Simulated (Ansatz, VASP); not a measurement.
# Cd4Ag2Au10N: VASP beside Ansatz, part 2 of 2

Wanted: the spread between two codes on one cell, functional and k mesh.  The structure shown is the end of the VASP relaxation below.

VASP 6.6.1 and Ansatz 0.2.0.

So far: Starting point; VASP: relaxation, PBE.

**3. Ansatz: single point, PBE**

Level of this step: Ansatz beside VASP: Kohn-Sham DFT, plane waves, PBE (Ansatz).

Ansatz runs on its default PAW (the set named soft_2) files.

The same cell, functional, mesh and smearing now go to Ansatz, which takes its cutoff from its data sets.

The input, input.yaml:

```yaml
crystal:
  lattice:
    - [4.14398182, 4.11385469, 0.0]
    - [-4.14398182, 4.11385469, 0.0]
    - [0.0, 0.0, 8.67239695]
  atoms:
    - { symbol: Au, position: [0.25419485, 0.2531773, 0.50016927] }
    - { symbol: Au, position: [0.74379059, 0.74722009, 0.5005073] }
    - { symbol: Au, position: [0.2665787, 0.26719074, 0.00122563] }
    - { symbol: Au, position: [0.73460583, 0.73381108, 0.00061573] }
    - { symbol: Au, position: [0.26560626, 0.7354132, 0.9993053] }
    - { symbol: Au, position: [0.73498209, 0.26487886, 0.99942984] }
    - { symbol: Au, position: [0.50001035, 0.99972949, 0.25445078] }
    - { symbol: Au, position: [0.00298083, 0.498775, 0.25555159] }
    - { symbol: Au, position: [0.49442597, 0.00022322, 0.74530269] }
    - { symbol: Au, position: [0.99906762, 0.49970022, 0.74561256] }
    - { symbol: Cd, position: [2.098e-05, 0.99816435, 0.26916176] }
    - { symbol: Cd, position: [0.50280803, 0.50006184, 0.25808808] }
    - { symbol: Cd, position: [0.99449877, 0.99976472, 0.7313835] }
    - { symbol: Cd, position: [0.49936098, 0.49949818, 0.74224174] }
    - { symbol: Ag, position: [0.25124358, 0.74659149, 0.50047936] }
    - { symbol: Ag, position: [0.74804211, 0.25359133, 0.49957785] }
    - { symbol: "N", position: [0.00065636, 0.00066228, 0.00025691] }
hamiltonian:
  xc: pbe
  pseudopotentials: { kind: paw }
kpoints:
  mp_grid: { grid: [3, 3, 2] }
scf:
  occupations: { method: methfessel_paxton, width: 0.15 }
  n_extra_bands: 8
output:
  forces: true
  eigenvalues: true
```

Started as:

```console
> ansatz run input.yaml --threads 4 --pin off --max-ram 18432MiB --backend cpu --events-out ev --progress --plain --runs-dir out
```

Numbers of over 12 decimals in the logs are rounded to 6 here.

What it wrote:

```text
scf.n_extra_bands = 8 over 157 filled bands (N_el = 313.0): the run solves 165 bands
Engine: ansatz 0.2.0, aarch64-unknown-linux-gnu
Pseudopotentials: kind: paw
Pseudopotential: Au, paw, valence charge 19, recommended cutoff 420 eV (normal), Au.paw.azcp
Pseudopotential: Cd, paw, valence charge 20, recommended cutoff 420 eV (normal), Cd.paw.azcp
Pseudopotential: Ag, paw, valence charge 19, recommended cutoff 420 eV (normal), Ag.paw.azcp
Pseudopotential: N, paw, valence charge 5, recommended cutoff 420 eV (normal), N.paw.azcp
Functional definition: PBE
  parameter kappa = 0.804
  parameter beta = 0.066725
  exchange = pbe_x(kappa = kappa, mu = beta*pi^2/3)
  correlation = pbe_c(beta = beta)
Crystal: 17 atoms, lattice volume = 295.690 Å³
Basis set: ecut = 420 eV, 5781 PW (Γ), exchange–correlation on 80×80×120 points (8 copies of the dense FFT grid, shifted against one another)
Bands: 165, of which v1, the nominal top of the filled ones, is band 157 counted from 1 (156 counted from 0)
Symmetry: 1 space group operations
Space group: P1 (ITA 1), of the structure as read, at distance tolerance 6.7e-5 Å
k-points: 10 of 18 (time reversal used)
Non-local potential: Au, projectors of the file, l = 0: 3, l = 1: 2, l = 2: 2, l = 3: 1
Non-local potential: Cd, projectors of the file, l = 0: 3, l = 1: 2, l = 2: 2, l = 3: 1
Non-local potential: Ag, projectors of the file, l = 0: 3, l = 1: 2, l = 2: 2, l = 3: 1
Non-local potential: N, projectors of the file, l = 0: 2, l = 1: 2, l = 2: 1
PAW form: soft (Blöchl's): semilocal exchange-correlation on the pseudo side does not see the compensation charge
PAW one-centre angular grid: Au, 590 points (default); XC on 64 Gauss nodes
PAW one-centre angular grid: Cd, 590 points (default); XC on 64 Gauss nodes
PAW one-centre angular grid: Ag, 590 points (default); XC on 64 Gauss nodes
PAW one-centre angular grid: N, 110 points (default); XC on 64 Gauss nodes
Initial density: superposition of atomic densities (neutral atoms: chi_scale 0, normalization atom), corrected by the library's trained network
Initial wavefunctions: pseudopotential atomic-orbital guess
Functional: x = pbe(κ = 0.804, μ = 0.219515), c = pbe(β = 0.066725)
SCF iter   1: F=—  HF=-180074.281008 eV  |F-HF|=—  |Δ(HF+E_count)|=         —  Δρ=4.74e-3  dr2=1.94e-1  ethr=1.77e-3  ⟨swp⟩=4.2  Hψ=5121  notcnv=0
preconditioner: auto → Kerker (q_TF=auto, 2.754 Å⁻¹)  [metal: Δε(μ)=0.084 eV  Ē_g=7.109 eV  σ=0.150 eV  W_gap=0.41  n_scr=106 (ndim 8)  ℏωp=29.4 eV  f_vac=0.000  D(μ)=9.00/eV (n_scr^D=58)]
SCF iter   2: F=—  HF=-180074.275965 eV  |F-HF|=—  |Δ(HF+E_count)|=   5.04e-3  S|Δr|=    0.00e0  Δρ=2.51e-3  dr2=9.18e-2  ethr=6.19e-5  ⟨swp⟩=1.2  Hψ=2102  notcnv=0
SCF iter   3: F=—  HF=-180074.265330 eV  |F-HF|=—  |Δ(HF+E_count)|=   1.06e-2  S|Δr|=    0.00e0  Δρ=6.92e-4  dr2=1.34e-2  ethr=2.93e-5  ⟨swp⟩=2.0  Hψ=1787  notcnv=0
SCF iter   4: F=—  HF=-180074.263579 eV  |F-HF|=—  |Δ(HF+E_count)|=   1.75e-3  S|Δr|=    0.00e0  Δρ=3.59e-4  dr2=1.01e-3  ethr=4.29e-6  ⟨swp⟩=2.0  Hψ=2285  notcnv=0
SCF iter   5: F=—  HF=-180074.263464 eV  |F-HF|=—  |Δ(HF+E_count)|=   1.15e-4  S|Δr|=    0.00e0  Δρ=1.36e-4  dr2=1.45e-4  ethr=3.24e-7  ⟨swp⟩=2.0  Hψ=2623  notcnv=0
SCF iter   6: F=—  HF=-180074.263390 eV  |F-HF|=—  |Δ(HF+E_count)|=   7.35e-5  S|Δr|=    0.00e0  Δρ=4.33e-5  dr2=1.54e-5  ethr=4.64e-8  ⟨swp⟩=2.0  Hψ=2611  notcnv=0
SCF iter   7: F=—  HF=-180074.262870 eV  |F-HF|=—  |Δ(HF+E_count)|=   5.20e-4  S|Δr|=    0.00e0  Δρ=1.45e-5  dr2=1.25e-6  ethr=4.91e-9  ⟨swp⟩=2.0  Hψ=2569  notcnv=0
SCF iter   8: F=—  HF=-180074.262870 eV  |F-HF|=—  |Δ(HF+E_count)|=   2.17e-7  S|Δr|=    0.00e0  Δρ=4.32e-6  dr2=1.02e-7  ethr=4.01e-10  ⟨swp⟩=2.1  Hψ=2549  notcnv=0
SCF iter   9: F=-180074.262870 eV  HF=-180074.262870 eV  |F-HF|=8.41e-9  |Δ(HF+E_count)|=   1.32e-8  S|Δr|=    0.00e0  Δρ=1.62e-6  dr2=1.16e-8  ethr=3.19e-11  ⟨swp⟩=6.6  Hψ=5601  notcnv=0
SCF 1 converged in 9 iterations: F = -180074.262870 eV  dr2 = 1.16e-8
  greatest PAW one-centre occupation: 1.000 electrons in one spin orbital (limit 2), on the Ag atom at site 15 (counted from 0), in its partial waves of l = 0
SCF converged after 9 iterations
Stability not checked: this state was not tested for a lower state beside it, because cold or Methfessel-Paxton smearing, or corrected tetrahedra, fill the levels in a way that the test cannot read (fill_not_monotonic; see scf.lower_state_search)
Free energy (F): -180074.262870 eV
Harris-Foulkes:  -180074.262870 eV  (|F-HF|=8.41e-9)
Internal energy: -180074.249713 eV  (E = F + TS)
E sigma→0 (E₀):  -180074.259581 eV
Entropy (-TS):   -0.013158 eV (-0.774 meV/atom)
Fermi energy:    18.513344 eV
Step filling:    the computed levels leave a gap of 0.0165 eV = 0.1 smearing widths at the electron count; against every level under it full and every level over it empty, smearing changes F+E_penalty+E_count by -8.296 meV and its σ→0 estimate by -5.006 meV
--- Per-component energies (eV) ---
  E_band       = -4149.757887
  E_kinetic    = 9253.366786
  E_local      = -33390.075655  (includes V_loc(G=0)·N_el)
  E_nonlocal   = 1078.129798
  E_hartree    = 14856.002032
  E_xc         = -3420.245559
  E_vxc        = -4189.799252  (∫ρ·V_xc dr)
  E_paw        = -121327.938903  (= ΣΔE_a)
  E_vpaw       = -6613.401725  (= ΣTr[D̂ρ^β])
  E_aug_tail   = 0.014877  (compensation charges beyond the density's cutoff)
  E_ewald      = -47123.503087
  E_smearing   = -0.013158  (= −TS)
  E_closure    = 0.000000  (closes the sum)
  Σ components = -180074.262870   (vs F -180074.262870, Δ=0.00e0)
--- Forces (eV/Å), atoms counted from 1 ---
  atom   1  Au     0.00083186     0.00343875     0.00135425
  atom   2  Au     0.02471855    -0.01314177    -0.01352768
  atom   3  Au     0.00480777    -0.03960503    -0.00259884
  atom   4  Au    -0.00029212     0.00845840    -0.00111954
  atom   5  Au    -0.02501654     0.00225954     0.00654474
  atom   6  Au     0.02180611     0.00451738     0.00633474
  atom   7  Au    -0.00449730     0.00367369    -0.01020461
  atom   8  Au    -0.02428211    -0.01053815    -0.04070516
  atom   9  Au     0.03336471     0.02956198     0.02455292
  atom  10  Au     0.00521731     0.01158335     0.01594507
  atom  11  Cd    -0.01351347     0.00354285    -0.06254966
  atom  12  Cd    -0.02529659    -0.02058653    -0.00510567
  atom  13  Cd     0.01985198     0.02819417     0.05647008
  atom  14  Cd    -0.00322560     0.01429017     0.00577844
  atom  15  Ag    -0.02448866    -0.00508419     0.00312639
  atom  16  Ag     0.00961820    -0.01683416     0.01207838
  atom  17  N      0.00039708    -0.00372757     0.00362748
  max |Σ_I F_I| component: 2.87e-6 eV/Å
--- Band table (eV; the first three rows and the last of 10) ---
  k-point 0: bands = [... 153 lower, 16.9493, 16.9705, 17.5439, 18.0378, 18.3770, 19.2311, 19.3808, 19.6513, ... 4 higher]
  k-point 1: bands = [... 153 lower, 16.9579, 17.0955, 17.6103, 18.0101, 18.5833, 18.6003, 19.9953, 20.4657, ... 4 higher]
  k-point 2: bands = [... 153 lower, 17.2853, 17.4374, 18.1092, 18.5433, 18.8027, 19.1639, 19.7695, 20.0360, ... 4 higher]
  k-point 9: bands = [... 153 lower, 17.0566, 18.1685, 18.3552, 18.6260, 18.6709, 19.5434, 20.1350, 20.1497, ... 4 higher]
```

Wall time 16 s (4 threads of Arm Neoverse V1, shared host); peak memory 1.4 GiB; 61 s of CPU time.

**4. Comparison**

Known differences besides the PAW data sets themselves: the data sets hold 313 valence electrons in Ansatz (default PAW (the set named soft_2) files) and 185 in VASP; the cutoff is 420 eV in Ansatz and 400 eV in VASP (PREC = Normal, projectors in real space); VASP leaves aspherical gradient terms in its spheres out (LASPH is not set), Ansatz keeps them. Total energies have different zeros and are not compared.

At this near-relaxed geometry the largest component of a force difference is 41 meV/Å.

**5. What came out**

| Item | Value |
| --- | --- |
| r.m.s. force difference (single point, PBE) | 9.9 meV/Å |

What this shows: The r.m.s. force difference is 9.9 meV/Å (single point, PBE), within the 12 meV/Å picked in this series as the mark of a large difference. Differences of this kind measure data sets and numerical settings, not the functional's error against experiment.

[Lines on the potential files, build, host, timing and source positions are cut from VASP's logs without a mark.]

[Logs are printed without paths, hosts, clocks, repeated set-up lines and the standing remarks that a program may print on its own settings, such as how far it seeks lower states.]

[Hosts, paths, dates, database ids (printed as entryN), source tags and the programs' standing remarks are cut or masked in the printed files.]
